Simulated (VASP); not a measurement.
Write the native input for VASP 6.6.1 that does the following.

* Task: single point
* Functional: PBE0
* Potentials or basis: VASP PAW PBE potentials, release 64 (Na_pv, Cl)
* Cutoff: 520 eV
* k mesh: 3 × 3 × 3
* Occupations: fermi-dirac, width 0.0249 eV
* Spin: no spin polarisation
* Dipole correction: no
* Exchange at q = 0: truncated
* Grid for exact exchange (PRECFOCK): Normal
* Further INCAR settings: ALGO = Normal; EDIFF = 1e-06; NBANDS = 14

NaCl:

```
Na Cl
1.0
     3.69359    0.00000    0.00000
     0.00000    3.69359    0.00000
     0.00000    0.00000    3.69359
Na Cl
1 1
Cartesian
  0.0000 0.0000 0.0000
  1.8468 1.8468 1.8468
```

The cell was built by a generator and needn't be a form met in nature.

These files were run (other wordings do the same):

POSCAR

```
NaCl
1.0
    3.6935910000      0.0000000000      0.0000000000
    0.0000000000      3.6935910000      0.0000000000
    0.0000000000      0.0000000000      3.6935910000
Na Cl
1 1
Direct
    0.0000000000      0.0000000000      0.0000000000
    0.5000000000      0.5000000000      0.5000000000
```

INCAR.step1

```
PREC = Accurate
ENCUT = 520
EDIFF = 1E-5
ISMEAR = -1
SIGMA = 0.0249
LREAL = F
LASPH = T
NELM = 60
ALGO = Normal
ISIF = 2
LWAVE = T
LCHARG = F
GGA = PE
NBANDS = 14
```

INCAR.step2

```
PREC = Accurate
ENCUT = 520
EDIFF = 1E-6
ISMEAR = -1
SIGMA = 0.0249
LREAL = F
LASPH = T
NELM = 60
ALGO = Normal
ISIF = 2
LWAVE = F
LCHARG = F
GGA = PE
LHFCALC = T
AEXX = 0.25
PRECFOCK = Normal
HFRCUT = -1
ISTART = 1
NBANDS = 14
```

KPOINTS

```
regular mesh
0
Gamma
  3 3 3
```

Potentials or basis: VASP PAW PBE potentials, release 64 (Na_pv, Cl).

Command:

```console
$ cat potpaw_PBE.64/Na_pv/POTCAR potpaw_PBE.64/Cl/POTCAR > POTCAR
$ cp INCAR.step1 INCAR
$ mpirun -np 1 vasp_std > vasp.out
$ cp INCAR.step2 INCAR
$ mpirun -np 1 vasp_std > vasp.out
```

Results of the run:

The pressure is -3.1 GPa and the band gap on the k mesh is 5.66 eV, indirect (least direct gap 5.95 eV).

Caveat: the k mesh is coarse (spacing up to 0.57 Å⁻¹), so the values aren't converged, least of all with exact exchange; the PAW data sets were made with another functional, which shifts forces and pressure a little; an odd mesh through Γ misses points on the zone boundary, where band edges often lie.

Run time: 38 s on 1 thread of AMD EPYC 7R13 Processor (Zen 3), on a shared host, peak memory 0.13 GiB.
